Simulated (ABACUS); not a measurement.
# BAs (F-43m) in ABACUS: single point with PBE

Aim: the single point of BAs with PBE.

Everything below comes from runs of ABACUS 3.10.1. Logs are shortened: lines on timing, memory, paths and dates and some standing lists are left out, and cuts for length are marked.

## 1. The structure

The structure is cubic, space group F-43m (No. 216). The conventional cell has a = 4.777 Å, b = 4.777 Å, c = 4.777 Å, α = 90.00°, β = 90.00°, γ = 90.00°. As (site symmetry -43m) has 4 B at 2.07 Å as nearest neighbours. B (site symmetry -43m) is surrounded by 4 As at 2.07 Å.

## 2. Single point, PBE

INPUT reads:

```
INPUT_PARAMETERS
suffix              BAs
calculation         scf
basis_type          lcao
pseudo_dir          ./
orbital_dir         ./
symmetry            1
dft_functional      pbe
ecutwfc             100
pseudo_rcut         10
nspin               1
nbands              13
ks_solver           genelpa
smearing_method     fd
smearing_sigma      0.00367493
scf_thr             1e-07
scf_nmax            100
mixing_type         broyden
mixing_beta         0.7
cal_force           1
cal_stress          1
out_mul             1
out_chg             1
out_pot             2
out_elf             1
```

STRU reads:

```
ATOMIC_SPECIES
As 74.9216 As.upf
B 10.8100 B.upf

NUMERICAL_ORBITAL
As_confined-atom_7au_1s1p1d.orb
B_confined-atom_7au_1s1p.orb

LATTICE_CONSTANT
1.8897261246

LATTICE_VECTORS
0.0000000000 2.3885000000 2.3885000000
2.3885000000 0.0000000000 2.3885000000
2.3885000000 2.3885000000 0.0000000000

ATOMIC_POSITIONS
Direct

As
0.0
1
0.7500000000 0.7500000000 0.7500000000 1 1 1

B
0.0
1
0.0000000000 0.0000000000 0.0000000000 1 1 1
```

KPT reads:

```
K_POINTS
0
Gamma
10 10 10 0 0 0
```

Potentials or basis: PseudoDojo NC SR 0.4.1 PBE standard, SZ LCAO (the cutoffs set its grid).

The run is started by

```bash
OMP_NUM_THREADS=1 mpirun -np 4 abacus > log
```

running log:

```text
ABACUS v3.10.1

               Atomic-orbital Based Ab-initio Computation at UStc

 ------------------------------------------------------------------------------------

 READING GENERAL INFORMATION
                           global_out_dir = OUT.BAs/
                           global_in_card = INPUT
                               pseudo_dir = ./
                              orbital_dir = ./
                                    DSIZE = 4
                                    GSIZE = 1

 READING UNITCELL INFORMATION
                                    ntype = 2
                  lattice constant (Bohr) = 1.88973
              lattice constant (Angstrom) = 1

 READING ATOM TYPE 1
                               atom label = As
                      L=0, number of zeta = 1
                      L=1, number of zeta = 1
                      L=2, number of zeta = 1
             number of atom for this type = 1

 READING ATOM TYPE 2
                               atom label = B
                      L=0, number of zeta = 1
                      L=1, number of zeta = 1
             number of atom for this type = 1

                        TOTAL ATOM NUMBER = 2
DIRECT COORDINATES
    atom                   x                   y                   z     mag                  vx                  vy                  vz
taud_As1            0.7500000000        0.7500000000        0.7500000000  0.0000        0.0000000000        0.0000000000        0.0000000000
taud_B1            0.0000000000        0.0000000000        0.0000000000  0.0000        0.0000000000        0.0000000000        0.0000000000

                          Volume (Bohr^3) = 183.909
                             Volume (A^3) = 27.2524

 Lattice vectors: (Cartesian coordinate: in unit of a_0)
                   +0             +2.3885             +2.3885
              +2.3885                  +0             +2.3885
              +2.3885             +2.3885                  +0
 Reciprocal vectors: (Cartesian coordinate: in unit of 2 pi/a_0)
            -0.209336           +0.209336           +0.209336
            +0.209336           -0.209336           +0.209336
            +0.209336           +0.209336           -0.209336
 The esolver type has been set to : ksdft_lcao

                PAO radial cut off (Bohr) = 10

 Read in pseudopotential file is As.upf
                     pseudopotential type = NC
          exchange-correlation functional = PBE
                 nonlocal core correction = 1
                        valence electrons = 15
                                     lmax = 2
                           number of zeta = 3
                     number of projectors = 6
                           L of projector = 0
                           L of projector = 0
                           L of projector = 1
                           L of projector = 1
                           L of projector = 2
                           L of projector = 2
                PAO radial cut off (Bohr) = 10

 Read in pseudopotential file is B.upf
                     pseudopotential type = NC
          exchange-correlation functional = PBE
                 nonlocal core correction = 1
                        valence electrons = 3
                                     lmax = 1
                           number of zeta = 2
                     number of projectors = 4
                           L of projector = 0
                           L of projector = 0
                           L of projector = 1
                           L of projector = 1
     initial pseudo atomic orbital number = 13

 SETUP THE ELECTRONS NUMBER
            electron number of element As = 15
      total electron number of element As = 15
             electron number of element B = 3
       total electron number of element B = 3
            AUTOSET number of electrons:  = 18
                           occupied bands = 9
                                   NLOCAL = 13
                                   NBANDS = 13
                                   NBANDS = 13
                                   NLOCAL = 13

%%%%%%%%%%%%%%%%%%%%%%%%%%%%%%%%%%%%%%%%%%%%%%%%%%%%%%%%%%%%%%%%%%%%%%%%%%%%%%%%%%%%%%%%%%%%%%%%%%%%%%%%%%
 Warning: the number of valence electrons in pseudopotential > 5 for As: [Ar] 3d10 4s2 4p3
 Pseudopotentials with additional electrons can yield (more) accurate outcomes, but may be less efficient.
 If you're confident that your chosen pseudopotential is appropriate, you can safely ignore this warning.
%%%%%%%%%%%%%%%%%%%%%%%%%%%%%%%%%%%%%%%%%%%%%%%%%%%%%%%%%%%%%%%%%%%%%%%%%%%%%%%%%%%%%%%%%%%%%%%%%%%%%%%%%%

 SETUP THE PLANE WAVE BASIS
 energy cutoff for charge/potential (unit:Ry) = 400
            fft grid for charge/potential = [ 45, 45, 45 ]
                        fft grid division = [ 3, 3, 3 ]
        big fft grid for charge/potential = [ 15, 15, 15 ]
                                     nbxx = 900
                                     nrxx = 24300

 SETUP PLANE WAVES FOR CHARGE/POTENTIAL
                    number of plane waves = 24933
                         number of sticks = 1135

 PARALLEL PW FOR CHARGE/POTENTIAL
     PROC   COLUMNS(POT)             PW
        1            284           6234
        2            283           6233
        3            283           6233
        4            285           6233
[... 46 lines left out ...]
                                       S6 = 0
                              POINT GROUP = T_d
                                       C2 = 3
                                       C3 = 8
                                       C4 = 0
                                       C6 = 0
                                       S1 = 6
                                       S3 = 0
                                       S4 = 6
                                       S6 = 0
               POINT GROUP IN SPACE GROUP = T_d

 SETUP K-POINTS
                                    nspin = 1
                   Input type of k points = Monkhorst-Pack(Gamma)
                                   nkstot = 1000
                       right hand lattice = 1
(for reciprocal lattice: )
                             BRAVAIS TYPE = 2
                     BRAVAIS LATTICE NAME = 02. Cubic I (body-centered)
                                    ibrav = 2
                       right hand lattice = 1
(for k-lattice: )
                             BRAVAIS TYPE = 2
                     BRAVAIS LATTICE NAME = 02. Cubic I (body-centered)
                                    ibrav = 2
                       right hand lattice = 1
                        ROTATION MATRICES = 48
                               nkstot_ibz = 47
K-POINTS REDUCTION ACCORDING TO SYMMETRY
     IBZ    DIRECT_X    DIRECT_Y    DIRECT_Z  WEIGHT  ibz2bz
       1  0.00000000  0.00000000  0.00000000  0.0010       0
       2  0.10000000  0.10000000  0.10000000  0.0080       1
       3  0.20000000  0.20000000  0.20000000  0.0080       2
       4  0.30000000  0.30000000  0.30000000  0.0080       3
       5  0.40000000  0.40000000  0.40000000  0.0080       4
       6  0.50000000  0.50000000  0.50000000  0.0040       5
[... 22 lines left out ...]
      29  0.50000000  0.50000000  0.10000000  0.0240      45
      30 -0.20000000  0.40000000  0.40000000  0.0120      46
[... 17 further k points ...]

                               nkstot now = 47
[... K-POINTS DIRECT COORDINATES: 47 rows ...]

           k-point number in this process = 47
       minimum distributed K point number = 47
[... stars of the k points ...]

[... K-POINTS CARTESIAN COORDINATES: 47 rows ...]

[... K-POINTS DIRECT COORDINATES: 47 rows ...]

 SETUP PLANE WAVES FOR WAVE FUNCTIONS
     energy cutoff for wavefunc (unit:Ry) = 100
              fft grid for wave functions = [ 45, 45, 45 ]
                    number of plane waves = 4111
                         number of sticks = 349

 PARALLEL PW FOR WAVE FUNCTIONS
     PROC   COLUMNS(POT)             PW
        1             87           1028
        2             87           1028
        3             87           1028
        4             88           1027
 --------------- sum -------------------
        4            349           4111

 SET NONLOCAL PSEUDOPOTENTIAL PROJECTORS
 SET NONLOCAL PSEUDOPOTENTIAL PROJECTORS
 max number of nonlocal projetors among all species is 6

 -------------------------------------------
 SELF-CONSISTENT
 -------------------------------------------

 SETUP SEARCHING RADIUS FOR PROGRAM TO SEARCH ADJACENT ATOMS
                  longest orb rcut (Bohr) = 7
   longest nonlocal projector rcut (Bohr) = 1.82
                     search radius (Bohr) = 17.6
              searching radius is (Bohr)) = 17.6
         searching radius unit is (Bohr)) = 1.89
                         PeriodicBoundary = 1
                        Radius(unit:lat0) = 9.34
                                   glayer = [ 5, 5, 5 ]
                             glayer_minus = [ 4, 4, 4 ]

Find the coordinate range of the input atom(unit:lat0).
                                  min_tau = [ -19.1, -19.1, -19.1 ]
                                  max_tau = [ 22.7, 22.7, 22.7 ]
                                BoxNumber = [ 9, 9, 9 ]

 SETUP EXTENDED REAL SPACE GRID FOR GRID INTEGRATION
                          real space grid = [ 45, 45, 45 ]
                 big cell numbers in grid = [ 15, 15, 15 ]
             meshcell numbers in big cell = [ 3, 3, 3 ]
                        extended fft grid = [ 21, 21, 21 ]
                dimension of extened grid = [ 58, 58, 58 ]
                            UnitCellTotal = 125
              Atom number in sub-FFT-grid = 2
    Local orbitals number in sub-FFT-grid = 13
                                ParaV.nnr = 3651
                                 init_chg = atomic

 LCAO ALGORITHM --------------- ION=   1  ELEC=   1--------------------------------

 Density error is 0.0592732934953
----------------------------------------------------------
     Energy           Rydberg                 eV
----------------------------------------------------------
 E_KohnSham     -217.8945967240      -2964.6080788584
 E_Harris       -219.5468303499      -2987.0878705974
 E_Fermi        0.8919582538         12.1357146300
----------------------------------------------------------
[... 58 lines left out ...]
 Density error is 7.5174044672e-08
----------------------------------------------------------
     Energy           Rydberg                 eV
----------------------------------------------------------
 E_KohnSham     -217.9181854617      -2964.9290201001
 E_KS(sigma->0) -217.9181854617      -2964.9290201001
 E_Harris       -217.9181849638      -2964.9290133251
 E_band         -15.8863535543       -216.1449287809
 E_one_elec     -101.3451300298      -1378.8712329556
 E_Hartree      60.1980508642        819.0365002472
 E_xc           -49.9289835422       -679.3186715225
 E_Ewald        -126.8421227539      -1725.7756158692
 E_entropy(-TS) -0.0000000000        -0.0000000000
 E_descf        0.0000000000         0.0000000000
 E_exx          0.0000000000         0.0000000000
 E_Fermi        0.9069550001         12.3397558316
----------------------------------------------------------

 charge density convergence is achieved
 final etot is -2964.9290201 eV
 EFERMI = 12.339755832 eV
The vacuum level is 12.57975871 eV

 STATE ENERGY(eV) AND OCCUPATIONS    NSPIN == 1
 1/47 kpoint (Cartesian) = 0.0000 0.0000 0.0000 (774 pws)
       1       -25.3049     0.00200000
       2       -25.3049     0.00200000
       3       -25.3049     0.00200000
       4       -25.2702     0.00200000
       5       -25.2702     0.00200000
       6       -4.22480     0.00200000
       7        11.2173     0.00200000
       8        11.2173     0.00200000
       9        11.2173     0.00200000
      10        15.0810    3.09716e-27
      11        15.0810    3.09716e-27
      12        15.0810    3.09716e-27
      13        17.1125    7.00374e-45
[... 61 lines left out ...]
 6/47 kpoint (Cartesian) = 0.10467 0.10467 0.10467 (777 pws)
       1       -25.3012     0.00800000
       2       -25.2980     0.00800000
       3       -25.2980     0.00800000
       4       -25.2689     0.00800000
       5       -25.2689     0.00800000
       6       -1.42289     0.00800000
       7        2.55729     0.00800000
       8        9.26920     0.00800000
       9        9.26920     0.00800000
      10        15.6514    1.37556e-31
      11        17.9002    4.03268e-51
      12        17.9002    4.03268e-51
      13        24.8228        0.00000

[... levels at 41 further k points ...]

 correction force for each atom along direction 1 is 0.0299710
 correction force for each atom along direction 2 is 0.0108420
 correction force for each atom along direction 3 is 0.0231927
------------------------------------------------------------------------------------------
 TOTAL-FORCE (eV/Angstrom)
------------------------------------------------------------------------------------------
                       As1         0.0000000000         0.0000000000         0.0000000000
                        B1         0.0000000000         0.0000000000         0.0000000000
------------------------------------------------------------------------------------------

----------------------------------------------------------------
 TOTAL-STRESS (KBAR)
----------------------------------------------------------------
       116.2146583586         0.0000000000         0.0000000000
         0.0000000000       116.2146583586         0.0000000000
         0.0000000000        -0.0000000000       116.2146583586
----------------------------------------------------------------
 TOTAL-PRESSURE: 116.214658 KBAR

 --------------------------------------------
 !FINAL_ETOT_IS -2964.9290201001390415 eV
 --------------------------------------------
```

Wall time 1.9 s (4 MPI ranks of INTEL XEON PLATINUM 8581C at 2.10GHz (Emerald Rapids), shared host); peak memory 0.36 GiB.

The run converged, but some of its settings lie outside the range that counts as converged, so its numbers aren't taken as properties of the crystal.

Results:

| Quantity | Value |
| --- | --- |
| Free energy | -2964.9290 eV |
| Pressure | 11.6 GPa |
| Band gap on the k mesh | 2.98 eV, indirect (least direct gap 3.86 eV) |
| Mulliken charges | As +0.44; B -0.44 e |

Caveat: the atomic orbitals were generated for these runs and aren't a published set; Mulliken charges move with the basis; the basis of atomic orbitals isn't converged, which shifts pressures, moduli and gaps.
